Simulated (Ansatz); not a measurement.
Reaction (formal exchange of groups at the Si–Si bond): `O[SiH](F)[SiH2]I` + `CCCS` → `CC[SiH2]I` + `O[SiH](F)CS`

Computed with Ansatz on PBE0-D4/def2-TZVP structures; ΔE is electronic, products minus reactants. CCSD(T)/CBS adds triple-zeta CCSD(T) − MP2 to the extrapolated MP2 energy (def2 sets, frozen cores). DFT in def2-TZVPP. B3LYP here is the variant with VWN-RPA as its local correlation; programs differ in this. Elements past krypton have def2 core potentials. For I outer-core shells are correlated without core-valence functions, which leaves a few kJ/mol of doubt a bond. Each species was taken in one conformer, which may not be the lowest.

`O[SiH](F)[SiH2]I`:

Z-matrix (Å, degrees):
```
Si
F 1 1.599
Si 1 2.350 2 106.4
O 1 1.629 2 111.4 3 -118.7
H 1 1.478 2 107.4 3 124.8
I 3 2.461 1 103.6 2 -83.8
H 3 1.483 1 114.9 2 33.5
H 3 1.485 1 113.2 2 160.4
H 4 0.962 1 117.1 2 79.2
```

`CCCS`:

```xyz
12

C    -1.292    0.061    0.393
C    -0.200    0.626   -0.496
C     1.196    0.146   -0.140
S     1.496   -1.625   -0.398
H    -1.099    0.283    1.447
H    -1.367   -1.024    0.285
H    -2.266    0.483    0.137
H    -0.202    1.721   -0.426
H    -0.406    0.379   -1.542
H     1.938    0.632   -0.776
H     1.448    0.398    0.893
H     0.755   -2.080    0.624
```

`CC[SiH2]I`:

```xyz
11

C    -0.522    0.458   -1.321
C     0.451   -0.302   -0.423
Si    0.038   -0.110    1.388
I     1.642   -1.351    2.761
H    -1.549    0.105   -1.191
H    -0.514    1.530   -1.107
H    -0.265    0.333   -2.376
H     1.478    0.045   -0.576
H     0.450   -1.371   -0.660
H     0.104    1.312    1.811
H    -1.312   -0.647    1.695
```

`O[SiH](F)CS`:

Cartesian coordinates in Å:
```
O 1.084 0.500 1.412
Si 0.446 0.967 -0.013
F 1.580 1.052 -1.135
C -0.820 -0.256 -0.643
S -0.315 -1.971 -0.292
H 1.424 -0.398 1.442
H -0.093 2.326 0.195
H -1.824 -0.078 -0.254
H -0.884 -0.188 -1.732
H -0.600 -1.953 1.019
```

```csv
level,ΔE (kJ/mol),difference from CCSD(T)/CBS
r2SCAN-D4,-42.5,1.2
PBE0-D4,-35.7,8.0
ωB97X-V,-41.3,2.4
ωB97M-V,-50.3,-6.6
B2PLYP,-45.2,-1.5
B3LYP,-41.7,2.0
SCS-MP2/def2-TZVPP,-48.6,-4.9
CCSD/def2-TZVPP,-45.6,-1.9
CCSD(T)/def2-TZVPP,-44.6,-0.9
SCS-MP2/def2-QZVPP,-48.3,-4.6
CCSD(T)/CBS,-43.7,0
```

Largest T1 diagnostic among the species: 0.011.

From PBE to PBE0 (25 % exact exchange), in def2-TZVPP and without D4, ΔE moves by −4.7 kJ/mol.

CCSD(T)/CBS has its own doubt, a few kJ/mol and more with outer-core shells, so smaller differences from it don't rank the levels.
